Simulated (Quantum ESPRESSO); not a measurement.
# BN (F-43m) in Quantum ESPRESSO: a series of runs, part 2 of 4

Quantum ESPRESSO 7.5. Earlier steps stand in the parts before.

## Step 3: Phonons, PBEsol, target pressure 10 GPa, at which the enthalpy is minimised

pw.in reads:

```
&CONTROL
  calculation = 'scf'
  prefix = 'pwscf'
  outdir = './tmp'
  pseudo_dir = './pseudo'
  tprnfor = .true.
  tstress = .true.
  disk_io = 'low'
/
&SYSTEM
  ibrav = 0
  nat = 2
  ntyp = 2
  ecutwfc = 84
  nbnd = 9
  occupations = 'smearing'
  smearing = 'fd'
  degauss = 0.00367493
/
&ELECTRONS
  conv_thr = 4d-10
  electron_maxstep = 120
  mixing_beta = 0.5
/
ATOMIC_SPECIES
N     14.0070 N.upf
B     10.8100 B.upf
CELL_PARAMETERS angstrom
   0.0000000000    1.8130010000    1.8130010000
   1.8130010000    0.0000000000    1.8130010000
   1.8130010000    1.8130010000    0.0000000000
ATOMIC_POSITIONS crystal
N      0.2500000000    0.2500000000    0.2500000000
B      0.0000000000    0.0000000000    0.0000000000
K_POINTS automatic
8 8 8 1 1 1
```

relax.in reads:

```
&CONTROL
  calculation = 'vc-relax'
  prefix = 'pwscf'
  outdir = './tmp'
  pseudo_dir = './pseudo'
  tprnfor = .true.
  tstress = .true.
  disk_io = 'low'
  nstep = 40
  forc_conv_thr = 0.0001
  etot_conv_thr = 1d-06
/
&SYSTEM
  ibrav = 0
  nat = 2
  ntyp = 2
  ecutwfc = 84
  nbnd = 9
  occupations = 'smearing'
  smearing = 'fd'
  degauss = 0.00367493
/
&ELECTRONS
  conv_thr = 4d-10
  electron_maxstep = 120
  mixing_beta = 0.5
/
&IONS
  ion_dynamics = 'bfgs'
/
&CELL
  cell_dynamics = 'bfgs'
  press = 100
  press_conv_thr = 0.2
/
ATOMIC_SPECIES
N     14.0070 N.upf
B     10.8100 B.upf
CELL_PARAMETERS angstrom
   0.0000000000    1.8130010000    1.8130010000
   1.8130010000    0.0000000000    1.8130010000
   1.8130010000    1.8130010000    0.0000000000
ATOMIC_POSITIONS crystal
N      0.2500000000    0.2500000000    0.2500000000
B      0.0000000000    0.0000000000    0.0000000000
K_POINTS automatic
8 8 8 1 1 1
```

scf2.in reads:

```
&CONTROL
  calculation = 'scf'
  prefix = 'pwscf'
  outdir = './tmp'
  pseudo_dir = './pseudo'
  tprnfor = .true.
  tstress = .true.
  disk_io = 'low'
/
&SYSTEM
  ibrav = 0
  nat = 2
  ntyp = 2
  ecutwfc = 84
  nbnd = 9
  occupations = 'fixed'
/
&ELECTRONS
  conv_thr = 1d-13
  electron_maxstep = 120
  mixing_beta = 0.5
  startingpot = 'file'
  startingwfc = 'file'
/
ATOMIC_SPECIES
N     14.0070 N.upf
B     10.8100 B.upf
CELL_PARAMETERS angstrom
   0.0000000000    1.7888504346    1.7888504346
   1.7888504346    0.0000000000    1.7888504346
   1.7888504346    1.7888504346    0.0000000000
ATOMIC_POSITIONS crystal
N      0.2500000000    0.2500000000    0.2500000000
B      0.0000000000    0.0000000000    0.0000000000
K_POINTS automatic
8 8 8 1 1 1
```

ph.in reads:

```
phonons of BN
&INPUTPH
  prefix = 'pwscf'
  outdir = './tmp'
  tr2_ph = 1d-18
  fildyn = 'dyn'
  niter_ph = 90
  alpha_mix(1) = 0.7
  epsil = .true.
/
0.0000000000 0.0000000000 0.0000000000
```

dynmat.in reads:

```
&INPUT
  fildyn = 'dyn'
  asr = 'crystal'
  lperm = .true.
  filout = 'dynmat.disp'
  fileig = 'dynmat.eig'
/
```

dynmat_lo.in reads:

```
&INPUT
  fildyn = 'dyn'
  asr = 'crystal'
  filout = 'dynmat_lo.disp'
  fileig = 'dynmat_lo.eig'
  q(1) = 0
  q(2) = 0
  q(3) = 1
/
```

Potentials or basis: PseudoDojo 0.4.1 SR PBEsol standard.

On the command line:

```bash
OMP_NUM_THREADS=1 pw.x -in pw.in > pw.out
OMP_NUM_THREADS=1 pw.x -in relax.in > relax.out
OMP_NUM_THREADS=1 pw.x -in scf2.in > scf2.out
OMP_NUM_THREADS=1 ph.x -in ph.in > ph.out
OMP_NUM_THREADS=1 dynmat.x -in dynmat.in > dynmat.out
OMP_NUM_THREADS=1 dynmat.x -in dynmat_lo.in > dynmat_lo.out
```

pw.out:

```text
This program is part of the open-source Quantum ESPRESSO suite
     for quantum simulation of materials; please cite
[... 9 lines left out ...]
     --------------------
     sticks:   dense  smooth     PW     G-vecs:    dense   smooth      PW
     Sum         547     547    187                 8363     8363    1591

     Using Slab Decomposition

     bravais-lattice index     =            0
     lattice parameter (alat)  =       4.8452  a.u.
     unit-cell volume          =      80.4305 (a.u.)^3
     number of atoms/cell      =            2
     number of atomic types    =            2
     number of electrons       =         8.00
     number of Kohn-Sham states=            9
     kinetic-energy cutoff     =      84.0000  Ry
     charge density cutoff     =     336.0000  Ry
     scf convergence threshold =      4.0E-10
     mixing beta               =       0.5000
     number of iterations used =            8  plain     mixing
     Exchange-correlation= PBESOL
                           (   1   4  10   8   0   0   0)

     celldm(1)=   4.845202  celldm(2)=   0.000000  celldm(3)=   0.000000
     celldm(4)=   0.000000  celldm(5)=   0.000000  celldm(6)=   0.000000

     crystal axes: (cart. coord. in units of alat)
               a(1) = (   0.000000   0.707107   0.707107 )
               a(2) = (   0.707107   0.000000   0.707107 )
               a(3) = (   0.707107   0.707107   0.000000 )

     reciprocal axes: (cart. coord. in units 2 pi/alat)
               b(1) = ( -0.707107  0.707107  0.707107 )
               b(2) = (  0.707107 -0.707107  0.707107 )
               b(3) = (  0.707107  0.707107 -0.707107 )

     PseudoPot. # 1 for N  read from file:
     N.upf
     Pseudo is Norm-conserving + core correction, Zval =  5.0
     Generated using ONCVPSP code by D. R. Hamann
     Using radial grid of 1058 points,  4 beta functions with:
                l(1) =   0
                l(2) =   0
                l(3) =   1
                l(4) =   1

     PseudoPot. # 2 for B  read from file:
     B.upf
     Pseudo is Norm-conserving + core correction, Zval =  3.0
     Generated using ONCVPSP code by D. R. Hamann
     Using radial grid of 1534 points,  4 beta functions with:
                l(1) =   0
                l(2) =   0
                l(3) =   1
                l(4) =   1

     atomic species   valence    mass     pseudopotential
     N                 5.00    14.00700     N ( 1.00)
     B                 3.00    10.81000     B ( 1.00)

     24 Sym. Ops. (no inversion) found

   Cartesian axes

     site n.     atom                  positions (alat units)
         1        N      tau(   1) = (   0.3535534   0.3535534   0.3535534  )
         2        B      tau(   2) = (   0.0000000   0.0000000   0.0000000  )

     number of k points=    60  Fermi-Dirac smearing, width (Ry)=  0.0037
                       cart. coord. in units 2pi/alat
        k(    1) = (   0.0441942   0.0441942   0.0441942), wk =   0.0078125
        k(    2) = (   0.1325825   0.1325825  -0.0441942), wk =   0.0234375
        k(    3) = (   0.2209709   0.2209709  -0.1325825), wk =   0.0234375
        k(    4) = (   0.3093592   0.3093592  -0.2209709), wk =   0.0234375
        k(    5) = (  -0.3093592  -0.3093592   0.3977476), wk =   0.0234375
        k(    6) = (  -0.2209709  -0.2209709   0.3093592), wk =   0.0234375
[... 52 lines left out ...]
        k(   59) = (   0.3093592   0.3093592   0.3093592), wk =   0.0078125
        k(   60) = (  -0.3093592  -0.3093592   0.9280777), wk =   0.0234375

     Dense  grid:     8363 G-vectors     FFT dimensions: (  30,  30,  30)

     Initial potential from superposition of free atoms

     starting charge       7.9997, renormalised to       8.0000
     Starting wfcs are    8 randomized atomic wfcs +    1 random wfcs

     Self-consistent Calculation

     iteration #  1     ecut=    84.00 Ry     beta= 0.50
     Davidson diagonalization with overlap
     ethr =  1.00E-02,  avg # of iterations =  5.1

     total energy              =     -26.70719193 Ry
     estimated scf accuracy    <       0.20382693 Ry

     iteration #  2     ecut=    84.00 Ry     beta= 0.50
     Davidson diagonalization with overlap
     ethr =  2.55E-03,  avg # of iterations =  1.1

     total energy              =     -26.74255087 Ry
     estimated scf accuracy    <       0.02026629 Ry

     iteration #  3     ecut=    84.00 Ry     beta= 0.50
     Davidson diagonalization with overlap
     ethr =  2.53E-04,  avg # of iterations =  1.1

     total energy              =     -26.74400314 Ry
     estimated scf accuracy    <       0.00302208 Ry

     iteration #  4     ecut=    84.00 Ry     beta= 0.50
     Davidson diagonalization with overlap
     ethr =  3.78E-05,  avg # of iterations =  1.3

     total energy              =     -26.74415344 Ry
     estimated scf accuracy    <       0.00004181 Ry

     iteration #  5     ecut=    84.00 Ry     beta= 0.50
     Davidson diagonalization with overlap
     ethr =  5.23E-07,  avg # of iterations =  3.3

     total energy              =     -26.74416204 Ry
     estimated scf accuracy    <       0.00000451 Ry

     iteration #  6     ecut=    84.00 Ry     beta= 0.50
     Davidson diagonalization with overlap
     ethr =  5.63E-08,  avg # of iterations =  1.0

     total energy              =     -26.74416282 Ry
     estimated scf accuracy    <       0.00000001 Ry

     iteration #  7     ecut=    84.00 Ry     beta= 0.50
     Davidson diagonalization with overlap
     ethr =  1.51E-10,  avg # of iterations =  3.5

     total energy              =     -26.74416283 Ry
     estimated scf accuracy    <          9.4E-09 Ry

     iteration #  8     ecut=    84.00 Ry     beta= 0.50
     Davidson diagonalization with overlap
     ethr =  1.17E-10,  avg # of iterations =  1.0

     End of self-consistent calculation

          k = 0.0442 0.0442 0.0442 (  1034 PWs)   bands (ev):

    -9.0618  10.4505  10.8783  10.8783  19.8783  19.9221  19.9221  21.4488
    35.2010

          k = 0.1326 0.1326-0.0442 (  1023 PWs)   bands (ev):

    -8.5600   8.4958   9.8416  10.6912  20.2301  20.3027  20.9608  22.8094
    33.9741

          k = 0.2210 0.2210-0.1326 (  1047 PWs)   bands (ev):

    -7.3549   4.9293   9.0599   9.9676  20.8036  21.2000  21.6955  24.5627
    33.3782

          k = 0.3094 0.3094-0.2210 (  1041 PWs)   bands (ev):

    -5.6994   1.6561   8.6680   9.2639  21.1682  21.6476  21.6827  25.7609
    33.5847

          k =-0.3094-0.3094 0.3977 (  1048 PWs)   bands (ev):

    -4.9022   0.4322   8.7478   8.8897  21.0825  21.5587  21.9293  26.0802
    33.5994

          k =-0.2210-0.2210 0.3094 (  1049 PWs)   bands (ev):

    -6.2620   2.6372   8.9683   9.2517  20.7479  21.5445  22.1138  25.3722
    32.8881
[... 86 lines left out ...]
          k = 0.0442-0.4861 0.5745 (  1050 PWs)   bands (ev):

    -3.5134   2.6665   3.7407   6.6542  18.1671  23.7879  26.0398  27.5197
    29.5213

          k = 0.1326-0.3977 0.4861 (  1050 PWs)   bands (ev):

    -4.2080   1.4179   5.7445   7.7693  19.8115  23.0427  25.0532  26.5470
    30.2359

          k = 0.2210-0.3094 0.3977 (  1044 PWs)   bands (ev):

    -5.0755   1.0368   8.1006   8.7770  20.9923  21.5275  22.6681  26.0722
    32.7728

          k =-0.6629 0.0442 0.0442 (  1048 PWs)   bands (ev):

    -3.6589   2.2736   5.8157   6.1698  15.6438  20.3825  28.4707  28.5134
    31.2499

          k =-0.5745 0.1326-0.0442 (  1049 PWs)   bands (ev):

    -4.3234   3.1487   5.5817   6.3291  16.9808  21.5073  26.6545  27.7416
    30.7528

          k =-0.4861 0.2210-0.1326 (  1048 PWs)   bands (ev):

    -4.8957   2.4193   6.4373   7.4871  19.0772  23.4686  24.5347  25.5225
    30.7326

          k =-0.4861 0.0442 0.0442 (  1040 PWs)   bands (ev):

    -5.5658   4.5630   6.7149   6.9004  16.6917  21.2487  26.4477  26.5044
    30.1814

          k =-0.3977 0.1326-0.0442 (  1043 PWs)   bands (ev):

    -6.4294   5.0758   7.1752   8.1057  18.3867  22.7778  23.9814  24.9412
    29.9645

          k =-0.3094 0.0442 0.0442 (  1035 PWs)   bands (ev):

    -7.5813   7.2122   8.4613   8.7109  18.3072  22.8040  23.4177  23.4530
    29.2660

          k = 0.1326 0.1326 0.1326 (  1037 PWs)   bands (ev):

    -8.3131   7.3719  10.2369  10.2369  20.2986  20.8343  20.8343  23.3863
    34.4252

          k = 0.2210 0.2210 0.0442 (  1040 PWs)   bands (ev):

    -7.5865   6.1092   8.1912  10.2165  21.0729  21.1405  21.7283  24.0439
    32.4829

          k = 0.3094 0.3094-0.0442 (  1052 PWs)   bands (ev):

    -6.2306   3.9848   6.4698   9.4020  21.2160  22.2584  22.6616  24.9286
    32.5440

          k =-0.3094-0.3094 0.5745 (  1052 PWs)   bands (ev):

    -4.7039   1.4984   6.3167   8.4784  20.1871  23.2837  23.3592  26.3811
    31.6122

          k =-0.2210-0.2210 0.4861 (  1047 PWs)   bands (ev):
[... 99 lines left out ...]
          k =-0.1326-0.3094 0.7513 (  1049 PWs)   bands (ev):

    -3.5903   2.5683   3.9811   6.3942  19.6998  23.7287  25.6912  27.0907
    28.9146

          k =-0.8397 0.2210 0.2210 (  1051 PWs)   bands (ev):

    -4.0539   1.6426   5.3284   7.5543  18.8209  24.6151  24.9806  25.9914
    30.1402

          k = 0.3094 0.3094 0.3094 (  1044 PWs)   bands (ev):

    -5.2743   0.8017   9.1026   9.1026  20.9778  21.6326  21.6326  25.8682
    33.9703

          k =-0.3094-0.3094 0.9281 (  1052 PWs)   bands (ev):

    -4.7156   0.6825   7.7185   8.6647  20.6485  22.2954  22.5368  26.3532
    32.6281

     the Fermi energy is    13.0696 ev

!    total energy              =     -26.74416284 Ry
     estimated scf accuracy    <          1.5E-10 Ry
     smearing contrib. (-TS)   =       0.00000000 Ry
     internal energy E=F+TS    =     -26.74416284 Ry

     The total energy is F=E-TS. E is the sum of the following terms:
     one-electron contribution =       4.61922760 Ry
     hartree contribution      =       3.55029321 Ry
     xc contribution           =      -8.65282085 Ry
     ewald contribution        =     -26.26086280 Ry

     convergence has been achieved in   8 iterations

     Forces acting on atoms (cartesian axes, Ry/au):

     atom    1 type  1   force =     0.00000000   -0.00000000    0.00000000
     atom    2 type  2   force =     0.00000000   -0.00000000    0.00000000

     Total force =     0.000000     Total SCF correction =     0.000000

     Computing stress (Cartesian axis) and pressure

          total   stress  (Ry/bohr**3)                   (kbar)     P=      -57.68
  -0.00039213   0.00000000  -0.00000000          -57.68        0.00       -0.00
   0.00000000  -0.00039213   0.00000000            0.00      -57.68        0.00
  -0.00000000   0.00000000  -0.00039213           -0.00        0.00      -57.68

=------------------------------------------------------------------------------=
   JOB DONE.
=------------------------------------------------------------------------------=
```

Wall time 2.4 min (1 thread of Arm Neoverse V1, shared host); peak memory 0.05 GiB.

Results:

```
Free energy                                             : -363.8673 eV
Relaxed volume                                          : 5.72 Å³/atom
Relaxed cell                                            : a = 2.530 Å, b = 2.530 Å, c = 2.530 Å, α = 60.00°, β = 60.00°, γ = 60.00°
Space group after relaxing (to 0.05 Å)                  : F-43m (No. 216)
Pressure after relaxing                                 : 10.0 GPa
Electronic dielectric tensor (diagonal)                 : 4.54
Born charges (mean of the diagonal)                     : N -1.89; B +1.89 e
Highest phonon frequency at Γ, LO-TO splitting left out : 1081 cm⁻¹
Static dielectric tensor (diagonal)                     : 6.68
```

The path:
| step | energy change (eV) | largest force (eV/Å) | pressure (GPa) | volume (Å³) |
| --- | --- | --- | --- | --- |
| 1 | 0.0000 | 0.0000 | -5.77 | 11.92 |
| 2 | 0.0606 | 0.0000 | 28.72 | 10.99 |
| 3 | 0.0050 | 0.0000 | 9.69 | 11.46 |
| 4 | 0.0055 | 0.0000 | 10.02 | 11.45 |

Final structure:
```
CELL_PARAMETERS angstrom
0.00000 1.78885 1.78885
1.78885 0.00000 1.78885
1.78885 1.78885 0.00000
ATOMIC_POSITIONS crystal
N 0.25000 0.25000 0.25000
B 0.00000 0.00000 0.00000
```

Levels at points of the mesh, in eV from the valence-band top:
| k point | band 1 | band 2 | band 3 | band 4 | band 5 | band 6 | band 7 | band 8 |
| --- | --- | --- | --- | --- | --- | --- | --- | --- |
| (0.06, 0.06, 0.06) | -20.39 | -0.44 | 0.00 | 0.00 | 9.24 | 9.25 | 9.25 | 11.21 |

Phonon frequencies in cm⁻¹ (negative: imaginary):
```
              q point           frequencies
(0.000, 0.000, 0.000)  0 0 0 1081 1081 1081
```

Electronic dielectric tensor:
```
4.54 0.00 0.00
0.00 4.54 0.00
0.00 0.00 4.54
```

Born effective charge tensors (e):
atom 1, N
```
-1.89  0.00  0.00
 0.00 -1.89  0.00
 0.00  0.00 -1.89
```
atom 2, B
```
1.89 0.00 0.00
0.00 1.89 0.00
0.00 0.00 1.89
```

Optical modes at Γ, degenerate ones joined, polar ones without the macroscopic field:
```tsv
cm⁻¹	components	symmetry	active in	IR intensity, summed ((D/Å)²/amu)
1081	3	T2	IR and Raman	40.35
```

Zone-centre frequencies without and with the macroscopic field along z (cm⁻¹):
```csv
,optical modes in rising order
without,1081 1081 1081
with the field,1081 1081 1312
```

Static dielectric tensor, electrons and zone-centre modes:
```
6.68 0.00 0.00
0.00 6.68 0.00
0.00 0.00 6.68
```

Caveat: the cell is more than 3 GPa from zero pressure, which shifts response properties.

[end of part 2 of 4]
